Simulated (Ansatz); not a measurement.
A plane-wave DFT run in Ansatz 0.2.0 (scalar-relativistic PAW potentials unless the input names others): input and command.

```yaml
crystal:
  lattice:
    - [-1.53773776, 1.53773776, 2.2752373114]
    - [1.53773776, -1.53773776, 2.2752373114]
    - [1.53773776, 1.53773776, -2.2752373114]
  atoms:
    - { symbol: Co, position: [0.059319087, 0.059319087, 0.0], spin: 2.73 }
    - { symbol: O, position: [0.440680913, 0.440680913, 0.0], spin: 0.35 }
basis:
  ecutwfc: 420
kpoints:
  mp_grid: { grid: [16, 16, 16] }
hamiltonian:
  xc: pbe
scf:
  occupations: { method: gaussian, width: 0.1 }
  mixing: { algorithm: broyden, beta: 1.0, ndim: 1, preconditioner: none }
  max_iter: 50
output:
  forces: true
  eigenvalues: true
  stress: true
magnetization:
  spin_polarized: true
```

```bash
ansatz run input.yaml --threads 1 --pin off --max-ram 2560MiB --backend cpu --events-out ev --progress --plain --runs-dir out
```

Abridged log:
```
Basis set: ecut = 420 eV, 411 PW (Γ), exchange–correlation on 48×48×48 points (8 copies of the dense FFT grid, shifted against one another)
Bands: 18, of which v1, the nominal top of the filled ones, is band 12 counted from 1 (11 counted from 0)
Symmetry: 8 space group operations
k-points: 349 of 4096 (time reversal used)
SCF iter   1: F=—  HF=-5688.535190 eV  |F-HF|=—  |Δ(HF+E_count)|=         —  Δρ=8.20e-2 (↑8.20e-2 ↓4.33e-2) dr2=1.71e0  dr2_m=3.07e-1  M=3.027 μB ∫|m|=3.034 μB  β_m=1.00  ethr=3.10e-3  ⟨swp⟩=5.8  Hψ=54105  notcnv=0
Mixer restart at iter 1: flushing history
SCF iter   2: F=—  HF=-5692.714172 eV  |F-HF|=—  |Δ(HF+E_count)|=    4.18e0  Δρ=1.20e-1 (↑1.20e-1 ↓9.08e-2) dr2=6.16e0  dr2_m=4.94e-2  M=3.024 μB ∫|m|=3.044 μB  β_m=1.00  ethr=3.10e-3  ⟨swp⟩=3.4  Hψ=33847  notcnv=0  defer=947  κ⁻¹=1.0e0(r=1)
SCF iter   3: F=—  HF=-5691.399879 eV  |F-HF|=—  |Δ(HF+E_count)|=    1.31e0  Δρ=2.48e-2 (↑1.67e-2 ↓2.48e-2) dr2=1.88e-1  dr2_m=1.75e-2  M=3.006 μB ∫|m|=3.018 μB  β_m=1.00  ethr=3.10e-3  ⟨swp⟩=3.0  Hψ=32855  notcnv=0  defer=943  κ⁻¹=1.0e0(r=1)
SCF iter   4: F=—  HF=-5691.713896 eV  |F-HF|=—  |Δ(HF+E_count)|=   3.14e-1  Δρ=2.46e-2 (↑2.46e-2 ↓1.75e-2) dr2=1.62e-1  dr2_m=1.35e-2  M=3.001 μB ∫|m|=3.011 μB  β_m=1.00  ethr=8.19e-4  ⟨swp⟩=2.4  Hψ=30273  notcnv=0  defer=951  κ⁻¹=1.0e0(r=1)
SCF iter   5: F=—  HF=-5691.659131 eV  |F-HF|=—  |Δ(HF+E_count)|=   5.48e-2  Δρ=8.30e-3 (↑7.58e-3 ↓8.30e-3) dr2=2.14e-2  dr2_m=5.03e-3  M=3.000 μB ∫|m|=3.009 μB  β_m=1.00  ethr=7.04e-4  ⟨swp⟩=2.0  Hψ=25816  notcnv=0  defer=971  κ⁻¹=1.0e0(r=1)
SCF iter   6: F=—  HF=-5691.674482 eV  |F-HF|=—  |Δ(HF+E_count)|=   1.54e-2  Δρ=7.96e-3 (↑3.25e-3 ↓7.96e-3) dr2=1.56e-2  dr2_m=1.47e-3  M=3.000 μB ∫|m|=3.008 μB  β_m=1.00  ethr=9.29e-5  ⟨swp⟩=2.0  Hψ=21052  notcnv=0  defer=971  κ⁻¹=1.0e0(r=1)
SCF iter   7: F=—  HF=-5691.693361 eV  |F-HF|=—  |Δ(HF+E_count)|=   1.89e-2  Δρ=1.07e-2 (↑1.07e-2 ↓6.26e-3) dr2=2.90e-2  dr2_m=1.14e-3  M=3.000 μB ∫|m|=3.008 μB  β_m=1.00  ethr=6.78e-5  ⟨swp⟩=2.0  Hψ=25289  notcnv=0  defer=983  κ⁻¹=1.0e0(r=1)
SCF iter   8: F=—  HF=-5691.680423 eV  |F-HF|=—  |Δ(HF+E_count)|=   1.29e-2  Δρ=2.89e-3 (↑2.09e-3 ↓2.89e-3) dr2=2.52e-3  dr2_m=2.24e-4  M=3.000 μB ∫|m|=3.007 μB  β_m=1.00  ethr=6.78e-5  ⟨swp⟩=2.0  Hψ=28548  notcnv=0  defer=993  κ⁻¹=1.0e0(r=1)
   ...
SCF iter  31: F=—  HF=-5691.680806 eV  |F-HF|=—  |Δ(HF+E_count)|=   2.71e-7  Δρ=2.45e-5 (↑2.45e-5 ↓2.07e-5) dr2=2.55e-7  dr2_m=1.02e-9  M=3.000 μB ∫|m|=3.007 μB  β_m=1.00  ethr=2.94e-9  ⟨swp⟩=2.0  Hψ=20726  notcnv=0  defer=993  κ⁻¹=1.0e0(r=1)
SCF iter  32: F=—  HF=-5691.680806 eV  |F-HF|=—  |Δ(HF+E_count)|=   3.75e-8  Δρ=2.17e-5 (↑2.17e-5 ↓2.09e-5) dr2=2.61e-7  dr2_m=2.51e-10  M=3.000 μB ∫|m|=3.007 μB  β_m=1.00  ethr=1.11e-9  ⟨swp⟩=2.0  Hψ=17261  notcnv=0  defer=993  κ⁻¹=1.0e0(r=1)
SCF iter  33: F=—  HF=-5691.680806 eV  |F-HF|=—  |Δ(HF+E_count)|=   7.34e-8  Δρ=3.06e-5 (↑3.06e-5 ↓2.57e-5) dr2=3.45e-7  dr2_m=1.82e-9  M=3.000 μB ∫|m|=3.007 μB  β_m=1.00  ethr=1.11e-9  ⟨swp⟩=2.0  Hψ=20810  notcnv=0  defer=993  κ⁻¹=1.0e0(r=1)
SCF iter  34: F=—  HF=-5691.680806 eV  |F-HF|=—  |Δ(HF+E_count)|=   7.95e-8  Δρ=1.73e-5 (↑1.73e-5 ↓1.42e-5) dr2=1.15e-7  dr2_m=5.91e-10  M=3.000 μB ∫|m|=3.007 μB  β_m=1.00  ethr=1.11e-9  ⟨swp⟩=2.0  Hψ=20782  notcnv=0  defer=993  κ⁻¹=1.0e0(r=1)
SCF iter  35: F=—  HF=-5691.680806 eV  |F-HF|=—  |Δ(HF+E_count)|=   2.98e-8  Δρ=1.17e-5 (↑1.17e-5 ↓1.11e-5) dr2=7.69e-8  dr2_m=5.94e-11  M=3.000 μB ∫|m|=3.007 μB  β_m=1.00  ethr=4.98e-10  ⟨swp⟩=2.0  Hψ=17738  notcnv=0  defer=993  κ⁻¹=1.0e0(r=1)
SCF iter  36: F=—  HF=-5691.680806 eV  |F-HF|=—  |Δ(HF+E_count)|=   2.96e-8  Δρ=1.87e-5 (↑1.87e-5 ↓1.61e-5) dr2=1.36e-7  dr2_m=6.09e-10  M=3.000 μB ∫|m|=3.007 μB  β_m=1.00  ethr=3.34e-10  ⟨swp⟩=2.0  Hψ=20814  notcnv=0  defer=993  κ⁻¹=1.0e0(r=1)
SCF iter  37: F=—  HF=-5691.680806 eV  |F-HF|=—  |Δ(HF+E_count)|=   2.54e-8  Δρ=1.13e-5 (↑1.13e-5 ↓9.19e-6) dr2=4.64e-8  dr2_m=2.62e-10  M=3.000 μB ∫|m|=3.007 μB  β_m=1.00  ethr=3.34e-10  ⟨swp⟩=2.0  Hψ=20841  notcnv=0  defer=993  κ⁻¹=1.0e0(r=1)
SCF iter  38: F=-5691.680806 eV  HF=-5691.680806 eV  |F-HF|=7.50e-8  |Δ(HF+E_count)|=   2.74e-9  Δρ=1.37e-5 (↑8.51e-6 ↓1.37e-5) dr2=8.31e-8  dr2_m=2.30e-9  M=3.000 μB ∫|m|=3.007 μB  ethr=2.02e-10  ⟨swp⟩=7.6  Hψ=53978  notcnv=0
SCF 1 converged in 38 iterations: F = -5691.680806 eV  dr2 = 8.31e-8
this state was not tested for a lower state beside it, because the mixer in use, unlike msr1, does not test its closes by its own steps (another_mixer; see scf.mixing.algorithm and scf.lower_state_search)
SCF converged after 38 iterations
Magnetization: 3.0000 μB (13.0000 up, 10.0000 down)
Absolute magnetization: 3.0068 μB (∫|ρ↑−ρ↓|, with the PAW one-centre terms)
Spin contamination: 0.0078 ħ² per cell (⟨S²⟩ above its minimum at these occupations)
Per-site moments (μB) at R_I (Å): [(2.23717639, 0.71584314), (0.35833070, 0.71584314)]
Free energy (F): -5691.680806 eV
Harris-Foulkes:  -5691.680806 eV  (|F-HF|=7.50e-8)
Internal energy: -5691.664245 eV  (E = F + TS)
E sigma→0 (E₀):  -5691.672526 eV
Entropy (-TS):   -0.016561 eV (-8.280 meV/atom)
Fermi energy:    12.132011 eV
--- Forces (eV/Å), atoms counted from 1 ---
  atom   1  Co     0.00000000     0.00000000    -2.98923066
  atom   2  O      0.00000000     0.00000000     2.98909058
--- Stress (GPa, compression-positive) ---
      -14.333904       0.000000       0.000000
        0.000000     -14.333904       0.000000
        0.000000       0.000000      34.916893
  P = ⅓ Tr σ = 2.0830 GPa (20.830 kbar)
```

One setting here is unusual or wrong in general: mixing far too strong (scf.mixing: not typed → {"algorithm": "broyden", "beta": 1.0, "ndim": 1, "preconditioner": "none"}). For this cell it did little harm to the result: the run converged in 38 SCF iterations (reference: 14) with an energy at zero smearing within 0.01 meV/atom of the reference's, pressure 2.08 GPa, largest force 2.989 eV/Å, no gap on the mesh. A reference run from the same start on usual settings converged with pressure 2.08 GPa, largest force 2.989 eV/Å, no gap on the mesh.

It took 76 s on 1 thread of Intel(R) Xeon(R) Platinum 8488C (Sapphire Rapids), on a shared host, peak memory 0.58 GiB.